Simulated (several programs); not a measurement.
Many methods on one cell: Mg₂Ge (antifluorite)

Antifluorite Mg₂Ge, relaxed with r2SCAN in Ansatz, was computed with several methods. Space group Fm-3m (No. 225), cubic; conventional cell a = 6.366 Å, 21.50 Å³ an atom. Ge has 8 Mg at 2.76 Å; Mg has 4 Ge at 2.76 Å. The values are computed, spin-unpolarised, and not measurements.

```cif
data_structure
_symmetry_space_group_name_H-M 'P 1'
_symmetry_Int_Tables_number 1
_cell_length_a 4.5016
_cell_length_b 4.5016
_cell_length_c 4.5016
_cell_angle_alpha 60.000
_cell_angle_beta 60.000
_cell_angle_gamma 60.000
_cell_volume 64.50
loop_
_atom_site_label
_atom_site_type_symbol
_atom_site_fract_x
_atom_site_fract_y
_atom_site_fract_z
_atom_site_occupancy
Ge1 Ge 0.00000 0.00000 0.00000 1
Mg1 Mg 0.25000 0.25000 0.25000 1
Mg2 Mg 0.75000 0.75000 0.75000 1
```

Gaps and times are for a single point on this cell; volume and bulk modulus come from each method's own relaxation or energy curve at fixed shape. Times are rough, from shared hosts (AMD EPYC 7R13 Processor; Arm Neoverse V1), and each method has its own mesh and cell size. PM6 (MOPAC), PM7 (MOPAC), GFN1-xTB (tblite) treat a cluster of cells at its zone centre, which samples few k points: where these miss a band edge, the gap comes out too large for that reason alone. Gaps from k meshes are read at a limited set of points (mesh, symmetry points, PBE's band edges), so each method's own least gap may be somewhat smaller. xTB and the PM methods were fitted mostly to molecules, and can miss a solid's gap by electronvolts. Minimal bases can be far off for gaps. Times of the plane-wave ladder aren't listed, since it ran on unlike processors and cards. GLLB-SC's gap includes the derivative discontinuity. d marks a direct gap, i an indirect one (no mark: not told apart), a dash a value that wasn't computed or didn't pass its checks.

| method | kind | gap (eV) | own volume (Å³/atom) | bulk modulus (GPa) | atoms computed | processor time |
| --- | --- | --- | --- | --- | --- | --- |
| light PBE (260 eV and a coarse mesh) | light plane-wave | 0.10 i | – | – | 3 | 0.89 s |
| PBE | semilocal | 0.14 i | 22.04 | 50 | 3 | – |
| PM6 (MOPAC) | semi-empirical | 7.51 | – | – | cluster | 4.4 s |
| PM7 (MOPAC) | semi-empirical | 5.52 | – | – | cluster | 6 s |
| r2SCAN | semilocal | 0.44 i | 21.50 | 56 | 3 | – |
| GFN1-xTB (tblite) | tight binding | 0 | – | – | cluster | 11 s |
| GLLB-SC (GPAW) | model potential | 0.51 | – | – | 3 | 12 s |
| PBE/DZVP (CP2K) | small basis | 0.40 i | – | – | 3 | 13 s |
| PBE/single zeta (GPAW) | small basis | 0.38 i | – | – | 3 | 13 s |
| PBE/SZV (CP2K) | small basis | overlap 1.12 | – | – | 3 | 15 s |
| PBE+SOC | semilocal | 0.08 i | – | – | 3 | – |
| HSE06 | hybrid | 0.51 i | – | – | 3 | – |

Against HSE06 (0.51 eV) and with closed or daggered gaps left aside, the nearest gap at the points sampled is that of GLLB-SC (GPAW) (0.00 eV) and the farthest that of PM6 (MOPAC) (+7.00 eV). HSE06 is only a yardstick of convenience, and nearness to it can be luck.

Runs without a result: GFN2-xTB (tblite) (single point).

Only the rows marked +SOC include spin-orbit coupling.
